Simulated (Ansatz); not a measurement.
**C₅H₈: up Jacob's ladder to CCSD(T)**

An exercise on one series of results from a longer session: the logs are not shown, and one member is left open.

Computed with Ansatz 0.2.0, Gaussian basis. Level: functionals in def2-TZVPP, the program's frozen cores in correlated methods.

The runs, in order: LDA (SPW92), PBE-D4, revPBE-D4, BLYP-D4, r2SCAN-D4, B97M-V, PBE0-D4, B3LYP-D4, r2SCANh-D4, r2SCAN0-D4, HSE06-D4, BHLYP-D4, CAM-B3LYP-D4, LC-ωPBE, ωB97X-V, ωB97M-V, B2PLYP, PBE-QIDH; CCSD(T)/def2-SVP; CCSD(T)/def2-TZVPP; MP2/def2-QZVPP; extrapolation to the limit; RPA on PBE.

## Structure used throughout

All runs share one geometry, relaxed beforehand with PBE0-D4 in a triple-zeta def2 set.

13 atoms, charge 0, spin multiplicity 1.

Atoms are counted from 1 here; the program's logs count them from 0.

Bond lengths: C1–C2 1.473 Å, C1–C3 1.473 Å, C1–C4 1.473 Å, C1–C5 1.473 Å, C2–C3 1.518 Å, C2–H6 1.084 Å, C2–H7 1.084 Å, C3–H8 1.084 Å, C3–H9 1.084 Å, C4–C5 1.518 Å, C4–H10 1.084 Å, C4–H11 1.084 Å, C5–H12 1.084 Å, C5–H13 1.084 Å. Angles: C2–C1–C3 62.1°, C2–C1–C4 137.3°, C2–C1–C5 137.3°, C3–C1–C4 137.3°, C3–C1–C5 137.3°, C4–C1–C5 62.1°, C1–C2–C3 59.0°, C1–C2–H6 118.5°, C1–C2–H7 118.5°, C3–C2–H6 117.5°, C3–C2–H7 117.5°, H6–C2–H7 114.7°, C1–C3–C2 59.0°, C1–C3–H8 118.5°, C1–C3–H9 118.5°, C2–C3–H8 117.5°, C2–C3–H9 117.5°, H8–C3–H9 114.7° and more.

Set-up of the first run:

in.yaml reads:

```yaml
crystal:
  periodic: [false, false, false]
  atoms:
    - {symbol: C, position_ang: [-0.000000, -0.000000, 0.000000]}
    - {symbol: C, position_ang: [-0.000000, 0.759066, 1.262013]}
    - {symbol: C, position_ang: [0.000000, -0.759066, 1.262013]}
    - {symbol: C, position_ang: [0.759066, -0.000000, -1.262013]}
    - {symbol: C, position_ang: [-0.759066, -0.000000, -1.262013]}
    - {symbol: H, position_ang: [-0.912914, 1.260493, 1.563227]}
    - {symbol: H, position_ang: [0.912914, 1.260493, 1.563227]}
    - {symbol: H, position_ang: [-0.912914, -1.260493, 1.563227]}
    - {symbol: H, position_ang: [0.912914, -1.260493, 1.563227]}
    - {symbol: H, position_ang: [1.260493, -0.912914, -1.563227]}
    - {symbol: H, position_ang: [1.260493, 0.912914, -1.563227]}
    - {symbol: H, position_ang: [-1.260493, -0.912914, -1.563227]}
    - {symbol: H, position_ang: [-1.260493, 0.912914, -1.563227]}
basis:
  gaussian: {orbitals: def2-TZVPP}
hamiltonian: {xc: lda}
output: {orbitals: {seedname: orbitals}}
```

Started as:

```sh
$ ansatz run in.yaml --threads 2 --pin off --events-out ev --progress --plain --max-ram 32768MiB --backend cpu
```

Steps of the session up to this table: LDA; PBE-D4 (GGA); revPBE-D4 (GGA); BLYP-D4 (GGA); r2SCAN-D4 (meta-GGA); B97M-V (meta-GGA); B3LYP-D4 (hybrid); r2SCANh-D4 (hybrid); r2SCAN0-D4 (hybrid); HSE06-D4 (hybrid); BHLYP-D4 (hybrid); CAM-B3LYP-D4 (range-separated); LC-ωPBE (range-separated); ωB97X-V (range-separated); ωB97M-V (range-separated); B2PLYP (double hybrid); PBE-QIDH (double hybrid).

One of the session's tables, all rows but one given; the rest of the session is left out.

It belongs to the step «Orbital energies across the functionals». 

| functional | HOMO (eV) | LUMO (eV) | gap (eV) |
| --- | --- | --- | --- |
| LDA (SPW92) | -6.70 | 0.96 | 7.67 |
| PBE-D4 | -6.53 | 1.08 | 7.60 |
| revPBE-D4 | -6.46 | 1.13 | 7.59 |
| BLYP-D4 | -6.38 | 1.03 | 7.41 |
| r2SCAN-D4 | -6.74 | 1.75 | 8.49 |
| B97M-V | ? | ? | ? |
| PBE0-D4 | -7.77 | 1.89 | 9.65 |
| B3LYP-D4 | -7.54 | 1.52 | 9.06 |
| r2SCANh-D4 | -7.20 | 2.04 | 9.25 |
| r2SCAN0-D4 | -7.90 | 2.45 | 10.36 |
| HSE06-D4 | -7.36 | 1.52 | 8.88 |
| BHLYP-D4 | -8.88 | 2.46 | 11.34 |
| CAM-B3LYP-D4 | -9.14 | 2.64 | 11.78 |
| LC-ωPBE | -10.54 | 3.97 | 14.51 |
| ωB97X-V | -10.14 | 3.76 | 13.90 |
| ωB97M-V | -10.04 | 3.30 | 13.34 |

**Question.** Estimate the row for B97M-V.

The run gave: HOMO (eV): -6.82; LUMO (eV): 1.25; gap (eV): 8.07. In the column «HOMO (eV)» it lies between r2SCANh-D4 (-7.20) and r2SCAN-D4 (-6.74).
